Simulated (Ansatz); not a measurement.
# ZnSe (Stilleite): the cost of one run

Computed with Ansatz 0.2.0 through its Python package. The levels of theory stand in the script.

## Step 1: The structure

The structure is cubic, space group F-43m (No. 216). The conventional cell has a = 5.668 Å, b = 5.668 Å, c = 5.668 Å, α = 90.00°, β = 90.00°, γ = 90.00°. Around Zn (site symmetry -43m) lie 4 Se at 2.45 Å. Se (site symmetry -43m) has 4 Zn at 2.45 Å as nearest neighbours.

No structure file is read: the coordinates are typed or built in the script.

## Step 2: Script

File run_xc.py:

```python
# -*- coding: utf-8 -*-
"""One structure of ZnSe under several functionals."""

import warnings

import ansatz

warnings.simplefilter("ignore", ansatz.DeckWarning)

crystal = (
    ansatz.Lattice.of((0.0, 2.8338, 2.8338), (2.8338, 0.0, 2.8338), (2.8338, 2.8338, 0.0))
    .atom("Zn", (0.0, 0.0, 0.0))
    .atom("Se", (0.25, 0.25, 0.25))
)

calc = (
    crystal.calculation()
    .pseudopotentials("paw")
    .basis(530)
    .kpoints(6)
    .occupations(ansatz.OccupationsMethod.FIXED)
    .stress()
    .band_table()
)

rows = []
for value in ["rpbe", "lda", "r2scan", "pbesol"]:
    data = calc.functional(value).run(threads=1).report
    rows.append((value, data["free_energy_ev"] / len(data["lattice"]["sites"]), data["n_iterations"], sum(data["stress_gpa"][i][i] for i in range(3)) / 3, data["gap_by_band_count_ev"], data["n_kpoints"]))

print("  functional   F/atom (eV)    iterations       P (GPa)  gap by band count (eV)      k-points")
for row in rows:
    print(f"{str(row[0]):>12s}  {row[1]:12.5f}  {row[2]:12d}  {row[3]:12.3f}  {row[4]:22.3f}  {row[5]:12d}")
```

## Step 3: The input behind the calls

The engine receives this input (first run):

```yaml
crystal:
  lattice:
    - [0.0, 2.8338, 2.8338]
    - [2.8338, 0.0, 2.8338]
    - [2.8338, 2.8338, 0.0]
  atoms:
    - { symbol: Zn, position: [0.0, 0.0, 0.0] }
    - { symbol: Se, position: [0.25, 0.25, 0.25] }
basis:
  ecutwfc: 530.0
kpoints:
  mp_grid:
    grid: [6, 6, 6]
hamiltonian:
  xc: rpbe
  pseudopotentials:
    kind: paw
scf:
  occupations:
    method: fixed
output:
  stress: true
  eigenvalues: true
```

## Step 4: Launch

On the command line:

```sh
$ python run_xc.py
```

What time and memory should one allow on 1 thread of AMD EPYC 9R45 (Zen 5), shared host?

About 3.3 s, with a peak of 0.55 GiB.
